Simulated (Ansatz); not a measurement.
P under compression and expansion

Space group P4/mmm (No. 123). a = 4.273 Å, b = 4.273 Å, c = 4.378 Å, α = 90.00°, β = 90.00°, γ = 90.00°
```tsv
atom	site	symmetry	x	y	z
P	1a	4/mmm	0.0000	0.0000	0.0000
```

The runs use the primitive cell with vectors (4.273, 0.000, 0.000), (0.000, 4.273, 0.000), (0.000, 0.000, 4.378) Å, to which the k mesh refers.

The cell comes from COD entry 1534547, which wasn't checked; take it as a given geometry.

All numbers are computed: DFT, PBE, all-electron LAPW, scalar-relativistic (Ansatz 0.2.0); DFT, PBE, PAW with Ansatz's default frozen-core files, scalar-relativistic (Ansatz 0.2.0).

For LAPW: a Γ-centred 10×10×9 k mesh, Fermi–Dirac smearing of 0.08 eV, basis error target 0.25 meV/atom, no spin polarisation. PAW takes a cutoff of 420 eV at this cell. The Ansatz runs share mesh, smearing and spin set-up. Plane-wave (PAW) pressures include the program's estimate of the Pulay term.

The cell above is scaled evenly, with fractional coordinates and shape held.

| V/V(cell) | V (Å³/atom) | P, LAPW (GPa) | P, PAW (GPa) | free energy over the lowest listed, PAW (meV/atom) |
| --- | --- | --- | --- | --- |
| 0.9405 | 75.176 | -4.04 | -4.04 | 0.0 |
| 0.9800 | 78.334 | -3.68 | -3.68 | 76.0 |
| 1.0000 | 79.932 | -3.52 | -3.52 | 111.9 |
| 1.0200 | 81.531 | -3.36 | -3.36 | 146.3 |
| 1.0600 | 84.728 | -3.07 | -3.07 | 210.4 |
